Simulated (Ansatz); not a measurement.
Runs of Ansatz 0.2.0 on VO2. It takes space group P4_2/mnm (No. 136, tetragonal). Conventional cell: a = 4.507 Å, b = 4.507 Å, c = 3.044 Å, α = 90.00°, β = 90.00°, γ = 90.00°. V (site symmetry mmm) is surrounded by 6 O at 1.91 to 1.99 Å. O (site symmetry m2m) is surrounded by 3 V at 1.91 to 1.99 Å. The cell is a database's computed one.

```tsv
task	level	cell	points for each segment of the path	gap on the mesh (eV)	pressure (GPa)	moment (μB)	relaxed volume (Å³/atom)	largest force (eV/Å)
band structure	PBEsol	as given	14	none	-16.4	2.00	-	(b)
band structure	BLYP	as given	14	none	-2.7	2.00	-	0.20
relaxation of cell and atoms	BLYP	relaxed	-	-	0.0	2.00	10.23	-
relaxation of cell and atoms	RPBE	relaxed	-	-	0.0	2.00	(a)	-
relaxation of cell and atoms	RPBE+D4	relaxed	-	none	0.0	2.00	9.73	-
```

Alike in all rows: potentials or basis Ansatz PAW; spin collinear, ferromagnetic start; k mesh 6 × 6 × 9; cutoff (eV) 420; smearing fermi-dirac 0.05 eV.

Q: Fill in the values left out.

A: (a) 10.19; (b) 0.28.

Caveats: the PAW data sets come from PBE, with cores solved anew for the run's functional, which leaves a small shift of forces and pressure; semilocal functionals often make such compounds metallic where correlation or magnetic order opens a gap, which also shifts bond lengths (some runs); the plane-wave basis is chosen anew once the cell has moved, so the energies of steps on either side of that aren't comparable (some runs); so large a pressure means that the cell lies far from this level's equilibrium, or that cutoff or potentials fall short (some runs); pairwise dispersion overbinds metals, which lowers pressure and volume (some runs).

A gap of «none» marks a metal or a gap under the smearing width.
